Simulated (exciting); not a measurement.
# K (Im-3m) in exciting: runs at scaled volumes

Single points of K at other volumes, in PBE.

Everything below comes from runs of exciting (release sodium). Logs are shortened: lines on timing, memory, paths and dates and some standing lists are left out, and cuts for length are marked.

**1. The structure**

It takes space group Im-3m (No. 229, cubic). The conventional cell has a = 5.395 Å, b = 5.395 Å, c = 5.395 Å, α = 90.00°, β = 90.00°, γ = 90.00°.

**2. Equation of state, PBE, 76.95 Å³/atom (volume scaled by 0.98)**

input.xml

```xml
<input>
  <title>K</title>
  <structure speciespath="./" tshift="false">
    <crystal scale="1">
      <basevect>-5.063433376180 5.063433376180 5.063433376180</basevect>
      <basevect>5.063433376180 -5.063433376180 5.063433376180</basevect>
      <basevect>5.063433376180 5.063433376180 -5.063433376180</basevect>
    </crystal>
    <species speciesfile="K.xml" rmt="2.2">
      <atom coord="0.000000000000 0.000000000000 0.000000000000"/>
    </species>
  </structure>
  <groundstate do="fromscratch" ngridk="7 7 7" rgkmax="7" gmaxvr="14" lmaxapw="10" lmaxmat="10" lmaxvr="8" xctype="GGA_PBE" stype="Fermi Dirac" swidth="0.00183747" nempty="8" ValenceRelativity="iora*" epsengy="1e-06" epspot="1e-06" maxscl="80" outputlevel="normal"/>
</input>
```

Potentials or basis: all-electron LAPW+lo, shipped species files, valence relativity iora*.

The run is started by

```
$ OMP_NUM_THREADS=1 exciting_smp
```

INFO.OUT:

```text
================================================================================
EXCITING SODIUM started
[... 10 lines left out ...]

 Lattice vectors (cartesian) :
     -5.0634333762      5.0634333762      5.0634333762
      5.0634333762     -5.0634333762      5.0634333762
      5.0634333762      5.0634333762     -5.0634333762

 Reciprocal lattice vectors (cartesian) :
      0.0000000000      0.6204471196      0.6204471196
      0.6204471196      0.0000000000      0.6204471196
      0.6204471196      0.6204471196      0.0000000000

 Unit cell volume                           :     519.2724614180
 Brillouin zone volume                      :       0.4776879805

 Species :    1 (K)
     parameters loaded from                 :    K.xml
     name                                   :    potassium
     nuclear charge                         :     -19.00000000
     electronic charge                      :      19.00000000
     atomic mass                            :   71271.84085000
     muffin-tin radius                      :       2.20000000
     # of radial points in muffin-tin       :     350

     atomic positions (lattice) :
[... 7 lines left out ...]
 Number of crystal symmetries               :      48

 k-point grid                               :       7    7    7
 Total number of k-points                   :      20
 k-point set is reduced with crystal symmetries

 R^MT_min * |G+k|_max (rgkmax)              :       7.00000000
 Species with R^MT_min                      :       1 (K)
 Maximum |G+k| for APW functions            :       3.18181818
 Maximum |G| for potential and density      :      14.00000000

 G-vector grid sizes                        :      40    40    40
 Total number of G-vectors                  :   24103

 Maximum angular momentum used for
     APW functions                          :      10
     computing H and O matrix elements      :      10
     potential and density                  :       8
     inner part of muffin-tin               :       2

 Total nuclear charge                       :     -19.00000000
 Total electronic charge                    :      19.00000000
 Total core charge                          :      10.00000000
 Total valence charge                       :       9.00000000

 Number of empty states                     :       8
 Total number of valence states             :      13

 Maximum Hamiltonian size                   :     329
 Maximum number of plane-waves              :     321
 Total number of local-orbitals             :       8

 Exchange-correlation type                  :      20
[... 23 lines left out ...]
+ SCF iteration number :    1                                                  +
++++++++++++++++++++++++++++++++++++++++++++++++++++++++++++++++++++++++++++++++
 Total energy                               :      -602.21126835
 _______________________________________________________________
 Fermi energy                               :         0.02896184
 Kinetic energy                             :       606.33140655
 Coulomb energy                             :     -1175.13469728
 Exchange energy                            :       -32.65578718
 Correlation energy                         :        -0.75219044

 DOS at Fermi energy (states/Ha/cell)       :        23.18262343

 Electron charges :
     core                                   :        10.00000000
     core leakage                           :         0.00000069
     valence                                :         9.00000000
     interstitial                           :         1.70949858
     charge in muffin-tin spheres :
                  atom     1     K          :        17.29050142
     total charge in muffin-tins            :        17.29050142
     total charge                           :        19.00000000

++++++++++++++++++++++++++++++++++++++++++++++++++++++++++++++++++++++++++++++++
+ SCF iteration number :    2                                                  +
++++++++++++++++++++++++++++++++++++++++++++++++++++++++++++++++++++++++++++++++
 Total energy                               :      -602.17768960
 _______________________________________________________________
 Fermi energy                               :         0.02817903
 Kinetic energy                             :       606.30717437
 Coulomb energy                             :     -1175.07850965
 Exchange energy                            :       -32.65411345
 Correlation energy                         :        -0.75224087

 DOS at Fermi energy (states/Ha/cell)       :        23.18926727

 Electron charges :
     core                                   :        10.00000000
     core leakage                           :         0.00000069
     valence                                :         9.00000000
     interstitial                           :         1.70878956
     charge in muffin-tin spheres :
                  atom     1     K          :        17.29121044
     total charge in muffin-tins            :        17.29121044
     total charge                           :        19.00000000

 RMS change in effective potential (target) :  0.347664E-01  ( 0.100000E-05)
 Absolute change in total energy   (target) :  0.335787E-01  ( 0.100000E-05)
 Charge distance                   (target) :  0.224990E-03  ( 0.100000E-04)

++++++++++++++++++++++++++++++++++++++++++++++++++++++++++++++++++++++++++++++++
+ SCF iteration number :    3                                                  +
++++++++++++++++++++++++++++++++++++++++++++++++++++++++++++++++++++++++++++++++
 Total energy                               :      -602.15547906
 _______________________________________________________________
 Fermi energy                               :         0.02751991
 Kinetic energy                             :       606.28734766
 Coulomb energy                             :     -1175.03758324
 Exchange energy                            :       -32.65296047
 Correlation energy                         :        -0.75228301

 DOS at Fermi energy (states/Ha/cell)       :        23.19477699

 Electron charges :
     core                                   :        10.00000000
     core leakage                           :         0.00000069
     valence                                :         9.00000000
     interstitial                           :         1.70817085
     charge in muffin-tin spheres :
                  atom     1     K          :        17.29182915
     total charge in muffin-tins            :        17.29182915
     total charge                           :        19.00000000
[... 167 lines left out ...]
++++++++++++++++++++++++++++++++++++++++++++++++++++++++++++++++++++++++++++++++
+ SCF iteration number :   10                                                  +
++++++++++++++++++++++++++++++++++++++++++++++++++++++++++++++++++++++++++++++++
 Total energy                               :      -602.12453243
 _______________________________________________________________
 Fermi energy                               :         0.02562738
 Kinetic energy                             :       606.23139453
 Coulomb energy                             :     -1174.95268932
 Exchange energy                            :       -32.65083174
 Correlation energy                         :        -0.75240590

 DOS at Fermi energy (states/Ha/cell)       :        23.20912697

 Electron charges :
     core                                   :        10.00000000
     core leakage                           :         0.00000070
     valence                                :         9.00000000
     interstitial                           :         1.70652527
     charge in muffin-tin spheres :
                  atom     1     K          :        17.29347473
     total charge in muffin-tins            :        17.29347473
     total charge                           :        19.00000000

 RMS change in effective potential (target) :  0.701213E-08  ( 0.100000E-05)
 Absolute change in total energy   (target) :  0.897016E-06  ( 0.100000E-05)
 Charge distance                   (target) :  0.575117E-08  ( 0.100000E-04)

++++++++++++++++++++++++++++++++++++++++++++++++++++++++++++++++++++++++++++++++
+ SCF iteration number :   11                                                  +
++++++++++++++++++++++++++++++++++++++++++++++++++++++++++++++++++++++++++++++++
 Total energy                               :      -602.12453184
 _______________________________________________________________
 Fermi energy                               :         0.02562738
 Kinetic energy                             :       606.23139460
 Coulomb energy                             :     -1174.95268884
 Exchange energy                            :       -32.65083170
 Correlation energy                         :        -0.75240590

 DOS at Fermi energy (states/Ha/cell)       :        23.20912187

 Electron charges :
     core                                   :        10.00000000
     core leakage                           :         0.00000070
     valence                                :         9.00000000
     interstitial                           :         1.70652528
     charge in muffin-tin spheres :
                  atom     1     K          :        17.29347472
     total charge in muffin-tins            :        17.29347472
     total charge                           :        19.00000000

 RMS change in effective potential (target) :  0.284232E-08  ( 0.100000E-05)
 Absolute change in total energy   (target) :  0.586588E-06  ( 0.100000E-05)
 Charge distance                   (target) :  0.462192E-08  ( 0.100000E-04)

++++++++++++++++++++++++++++++++++++++++++++++++++++++++++++++++++++++++++++++++
| Convergency criteria checked for the last 2 iterations                       +
| Convergence targets achieved. Performing final SCF iteration                 +
++++++++++++++++++++++++++++++++++++++++++++++++++++++++++++++++++++++++++++++++
 Total energy                               :      -602.12453245
 _______________________________________________________________
 Fermi energy                               :         0.02562738
 Kinetic energy                             :       606.23139462
 Coulomb energy                             :     -1174.95268943
 Exchange energy                            :       -32.65083174
 Correlation energy                         :        -0.75240590

 DOS at Fermi energy (states/Ha/cell)       :        23.20912400

 Electron charges :
     core                                   :        10.00000000
     core leakage                           :         0.00000070
     valence                                :         9.00000000
     interstitial                           :         1.70652528
     charge in muffin-tin spheres :
                  atom     1     K          :        17.29347472
     total charge in muffin-tins            :        17.29347472
     total charge                           :        19.00000000

++++++++++++++++++++++++++++++++++++++++++++++++++++++++++++++++++++++++++++++++
[... 12 lines left out ...]
| EXCITING SODIUM stopped                                                      =
================================================================================
```

It took 27 s on 1 thread of AMD EPYC 7R43 (Zen 3), shared host; peak memory 0.13 GiB.

Results:

```
Free energy                                       : -16384.6503 eV
Band gap on the k mesh                            : none (metal or under the smearing width)
All electrons inside the program's atomic spheres : K 17.29 (radii K 2.2 bohr)
```

Caveat: rgkmax is low for these elements, so energy differences scatter by about 1 meV per atom; the log's total energy holds no entropy term; the free energy is that total less TS from the occupations.

**3. Equation of state, PBE, 78.52 Å³/atom**

input.xml, as its differences from that of step 2:

```diff
@@ -4,5 +4,5 @@
     <crystal scale="1">
-      <basevect>-5.063433376180 5.063433376180 5.063433376180</basevect>
-      <basevect>5.063433376180 -5.063433376180 5.063433376180</basevect>
-      <basevect>5.063433376180 5.063433376180 -5.063433376180</basevect>
+      <basevect>-5.097646801715 5.097646801715 5.097646801715</basevect>
+      <basevect>5.097646801715 -5.097646801715 5.097646801715</basevect>
+      <basevect>5.097646801715 5.097646801715 -5.097646801715</basevect>
     </crystal>
```

Potentials or basis: all-electron LAPW+lo, shipped species files, valence relativity iora*.

The run is started by

```
$ OMP_NUM_THREADS=1 exciting_smp
```

It took 31 s on 1 thread of AMD EPYC 7R43 (Zen 3), shared host; peak memory 0.13 GiB.

The run converged. Its results:

```
Free energy                                       : -16384.6483 eV
Band gap on the k mesh                            : none (metal or under the smearing width)
All electrons inside the program's atomic spheres : K 17.29 (radii K 2.2 bohr)
```

Caveat: rgkmax is low for these elements, so energy differences scatter by about 1 meV per atom; the log's total energy holds no entropy term; the free energy is that total less TS from the occupations.

**4. Equation of state, PBE, 80.09 Å³/atom (volume scaled by 1.02)**

input.xml, as its differences from that of step 3:

```diff
@@ -4,5 +4,5 @@
     <crystal scale="1">
-      <basevect>-5.097646801715 5.097646801715 5.097646801715</basevect>
-      <basevect>5.097646801715 -5.097646801715 5.097646801715</basevect>
-      <basevect>5.097646801715 5.097646801715 -5.097646801715</basevect>
+      <basevect>-5.131407035965 5.131407035965 5.131407035965</basevect>
+      <basevect>5.131407035965 -5.131407035965 5.131407035965</basevect>
+      <basevect>5.131407035965 5.131407035965 -5.131407035965</basevect>
     </crystal>
```

The run is started by

```
$ OMP_NUM_THREADS=1 exciting_smp
```

Run time: 28 s. Hardware: 1 thread of AMD EPYC 7R43 (Zen 3), shared host; peak memory 0.13 GiB.

It converged, with:

```yaml
Free_energy: -16384.6461 eV
Band_gap_on_the_k_mesh: none (metal or under the smearing width)
All_electrons_inside_the_program's_atomic_spheres: K 17.29 (radii K 2.2 bohr)
```

Caveat: rgkmax is low for these elements, so energy differences scatter by about 1 meV per atom; the log's total energy holds no entropy term; the free energy is that total less TS from the occupations.

**5. Equation of state, PBE, 81.66 Å³/atom (volume scaled by 1.04)**

input.xml, as its differences from that of step 4:

```diff
@@ -4,5 +4,5 @@
     <crystal scale="1">
-      <basevect>-5.131407035965 5.131407035965 5.131407035965</basevect>
-      <basevect>5.131407035965 -5.131407035965 5.131407035965</basevect>
-      <basevect>5.131407035965 5.131407035965 -5.131407035965</basevect>
+      <basevect>-5.164728794417 5.164728794417 5.164728794417</basevect>
+      <basevect>5.164728794417 -5.164728794417 5.164728794417</basevect>
+      <basevect>5.164728794417 5.164728794417 -5.164728794417</basevect>
     </crystal>
```

Potentials or basis: all-electron LAPW+lo, shipped species files, valence relativity iora*.

The run is started by

```
$ OMP_NUM_THREADS=1 exciting_smp
```

INFO.OUT:

```text
================================================================================
EXCITING SODIUM started
[... 10 lines left out ...]

 Lattice vectors (cartesian) :
     -5.1647287944      5.1647287944      5.1647287944
      5.1647287944     -5.1647287944      5.1647287944
      5.1647287944      5.1647287944     -5.1647287944

 Reciprocal lattice vectors (cartesian) :
     -0.0000000000      0.6082783392      0.6082783392
      0.6082783392     -0.0000000000      0.6082783392
      0.6082783392      0.6082783392     -0.0000000000

 Unit cell volume                           :     551.0646529104
 Brillouin zone volume                      :       0.4501290586

 Species :    1 (K)
     parameters loaded from                 :    K.xml
     name                                   :    potassium
     nuclear charge                         :     -19.00000000
     electronic charge                      :      19.00000000
     atomic mass                            :   71271.84085000
     muffin-tin radius                      :       2.20000000
     # of radial points in muffin-tin       :     350

     atomic positions (lattice) :
[... 34 lines left out ...]

 Maximum Hamiltonian size                   :     329
 Maximum number of plane-waves              :     321
 Total number of local-orbitals             :       8

 Exchange-correlation type                  :      20
[... 23 lines left out ...]
+ SCF iteration number :    1                                                  +
++++++++++++++++++++++++++++++++++++++++++++++++++++++++++++++++++++++++++++++++
 Total energy                               :      -602.21210325
 _______________________________________________________________
 Fermi energy                               :         0.02265754
 Kinetic energy                             :       606.32250482
 Coulomb energy                             :     -1175.12986524
 Exchange energy                            :       -32.65315076
 Correlation energy                         :        -0.75159207
[... 279 lines left out ...]
 RMS change in effective potential (target) :  0.229441E-09  ( 0.100000E-05)
 Absolute change in total energy   (target) :  0.152492E-06  ( 0.100000E-05)
 Charge distance                   (target) :  0.802455E-09  ( 0.100000E-04)

++++++++++++++++++++++++++++++++++++++++++++++++++++++++++++++++++++++++++++++++
| Convergency criteria checked for the last 2 iterations                       +
| Convergence targets achieved. Performing final SCF iteration                 +
++++++++++++++++++++++++++++++++++++++++++++++++++++++++++++++++++++++++++++++++
 Total energy                               :      -602.12425283
 _______________________________________________________________
 Fermi energy                               :         0.01931938
 Kinetic energy                             :       606.22198371
 Coulomb energy                             :     -1174.94638359
 Exchange energy                            :       -32.64804051
 Correlation energy                         :        -0.75181245

 DOS at Fermi energy (states/Ha/cell)       :        23.90932726

 Electron charges :
     core                                   :        10.00000000
     core leakage                           :         0.00000070
     valence                                :         9.00000000
     interstitial                           :         1.70779056
     charge in muffin-tin spheres :
                  atom     1     K          :        17.29220944
     total charge in muffin-tins            :        17.29220944
     total charge                           :        19.00000000

++++++++++++++++++++++++++++++++++++++++++++++++++++++++++++++++++++++++++++++++
[... 12 lines left out ...]
| EXCITING SODIUM stopped                                                      =
================================================================================
```

Run time: 30 s. Hardware: 1 thread of AMD EPYC 7R43 (Zen 3), shared host; peak memory 0.13 GiB.

What came out:

```yaml
Free_energy: -16384.6429 eV
Band_gap_on_the_k_mesh: none (metal or under the smearing width)
All_electrons_inside_the_program's_atomic_spheres: K 17.29 (radii K 2.2 bohr)
```

Caveat: rgkmax is low for these elements, so energy differences scatter by about 1 meV per atom; the log's total energy holds no entropy term; the free energy is that total less TS from the occupations.

**6. Equation of state, PBE, 83.23 Å³/atom (volume scaled by 1.06)**

input.xml, as its differences from that of step 5:

```diff
@@ -4,5 +4,5 @@
     <crystal scale="1">
-      <basevect>-5.164728794417 5.164728794417 5.164728794417</basevect>
-      <basevect>5.164728794417 -5.164728794417 5.164728794417</basevect>
-      <basevect>5.164728794417 5.164728794417 -5.164728794417</basevect>
+      <basevect>-5.197626043281 5.197626043281 5.197626043281</basevect>
+      <basevect>5.197626043281 -5.197626043281 5.197626043281</basevect>
+      <basevect>5.197626043281 5.197626043281 -5.197626043281</basevect>
     </crystal>
```

Potentials or basis: all-electron LAPW+lo, shipped species files, valence relativity iora*.

The run is started by

```
$ OMP_NUM_THREADS=1 exciting_smp
```

Run time: 35 s. Hardware: 1 thread of AMD EPYC 7R43 (Zen 3), shared host; peak memory 0.14 GiB.

It converged, with:

- Free energy: -16384.6390 eV
- Band gap on the k mesh: none (metal or under the smearing width)
- All electrons inside the program's atomic spheres: K 17.29 (radii K 2.2 bohr)

Caveat: rgkmax is low for these elements, so energy differences scatter by about 1 meV per atom; the log's total energy holds no entropy term; the free energy is that total less TS from the occupations.
